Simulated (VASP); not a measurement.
Ru, 12 atoms in the cell. The cell holds a slab with vacuum, 12 atoms: a = 2.675 Å, b = 4.235 Å, c = 27.353 Å, α = 90.00°, β = 90.00°, γ = 90.00°. The slab is cut from a database's or a generator's crystal, which needn't be the stable form of the element.

| Item | Value |
| --- | --- |
| Program | VASP 6.6.1 |
| Task | relaxation of the atoms |
| Functional | LDA |
| Potentials or basis | VASP PAW LDA potentials, release 64 (Ru_pv) |
| Cutoff | 520 eV |
| k mesh | 14 × 9 × 1 |
| Occupations | methfessel-paxton, width 0.1 eV |
| Spin | no spin polarisation |
| Dipole correction | yes |
| Further INCAR settings | ALGO = Normal; EDIFF = 1e-06; IBRION = 2; EDIFFG = -0.02; NSW = 80 |

Potentials or basis: VASP PAW LDA potentials, release 64 (Ru_pv).

Launch:

```bash
$ cat potpaw_LDA.64/Ru_pv/POTCAR > POTCAR
$ mpirun -np 1 vasp_std > vasp.out
```

Hardware: 1 × NVIDIA H100 80GB with 1 thread of AMD EPYC 7R13 Processor (Zen 3), on a shared host.

Question: How long does it take, and how much memory?

Answer: Wall time 99 min on 1 × NVIDIA H100 80GB with 1 thread of AMD EPYC 7R13 Processor (Zen 3), on a shared host, peak memory 1.9 GiB. Counts: scf iterations 117, k points 40, ion steps 9.
